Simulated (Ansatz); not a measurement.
# PtTe2: the cost of one run

Program: Ansatz 0.2.0. Level of theory: DFT PBE+U (U_eff = 5 eV on Pt d), plane waves, PAW, no spin–orbit coupling unless a run says so. These are calculated values, not measurements.

The COD entry's cell or inner coordinates are ideal or old and differ from later refinements, so a difference from it is no clean test against experiment.

### 1 Starting point

It takes space group P-3m1 (No. 164, trigonal). The conventional cell has a = 4.018 Å, b = 4.018 Å, c = 5.212 Å, α = 90.00°, β = 90.00°, γ = 120.00°. Around Te (site symmetry 3m) lie 3 Pt at 2.66 Å. Pt (site symmetry -3m) is surrounded by 6 Te at 2.66 Å.

Structure file:

```cif
data_structure
_symmetry_space_group_name_H-M 'P-3m1'
_symmetry_Int_Tables_number 164
_cell_length_a 4.0180
_cell_length_b 4.0180
_cell_length_c 5.2120
_cell_angle_alpha 90.000
_cell_angle_beta 90.000
_cell_angle_gamma 120.000
_cell_volume 72.87
loop_
_atom_site_label
_atom_site_type_symbol
_atom_site_symmetry_multiplicity
_atom_site_Wyckoff_symbol
_atom_site_fract_x
_atom_site_fract_y
_atom_site_fract_z
_atom_site_occupancy
Te1 Te 2 d 0.33333 0.66667 0.25000 1
Pt1 Pt 1 a 0.00000 0.00000 0.00000 1
```

Magnetic order typed: ferromagnetic.

An earlier series on this cell reached its lowest free state from «natural orbitals of the symmetric run, filled by rank», perhaps among other starts (it ended without moments).

### 2 Random orbitals: single harmonics, second filling

Input file input.yaml:

```yaml
crystal:
  lattice:
    - [4.01799945, 0.0, 0.0]
    - [-2.00899973, 3.4796896, 0.0]
    - [0.0, 0.0, 5.21199933]
  atoms:
    - { symbol: Te, position: [0.3333333333, 0.6666666667, 0.25] }
    - { symbol: Te, position: [0.6666666667, 0.3333333333, 0.75] }
    - { symbol: Pt, position: [0.0, 0.0, 0.0], spin: 2.0 }
basis:
  ecutwfc: 420
  ecutrho_ratio: 4
kpoints:
  mp_grid: { grid: [6, 6, 4] }
hamiltonian:
  xc: pbe
  hubbard:
    sites:
      - { site: 2, l: d, u_eff: 5.0, starting_ns: [{ spin: up, occupation_matrix: s2up }, { spin: down, occupation_matrix: s2down }] }
    occupation_matrices:
      s2up:
        matrix:
          - [0.97, 0.0, 0.0, 0.0, 0.0]
          - [0.0, 0.97, 0.0, 0.0, 0.0]
          - [0.0, 0.0, 0.02, 0.0, 0.0]
          - [0.0, 0.0, 0.0, 0.97, 0.0]
          - [0.0, 0.0, 0.0, 0.0, 0.97]
      s2down:
        matrix:
          - [0.02, 0.0, 0.0, 0.0, 0.0]
          - [0.0, 0.02, 0.0, 0.0, 0.0]
          - [0.0, 0.0, 0.02, 0.0, 0.0]
          - [0.0, 0.0, 0.0, 0.97, 0.0]
          - [0.0, 0.0, 0.0, 0.0, 0.97]
    ns_hold: { iters: 5 }
scf:
  occupations: { method: gaussian, width: 0.05 }
  lower_state_search: "off"
  max_iter: 150
output:
  forces: true
  stress: true
  eigenvalues: true
  populations: true
  hubbard: { sites: [{ site: 2, l: d }] }
magnetization:
  spin_polarized: true
```

The typed matrices put 0.97 on the chosen orbitals and 0.02 on the others, and are held for 5 cycles.

Started as:

```
$ ansatz run input.yaml --threads 2 --pin off --max-ram 3072MiB --backend cpu --events-out ev --progress --plain --runs-dir out
```

**Question.** How long does this run take on 2 threads of Arm Neoverse V1, shared host, and how much memory does it need?

About 13 s, with a peak of 0.52 GiB.
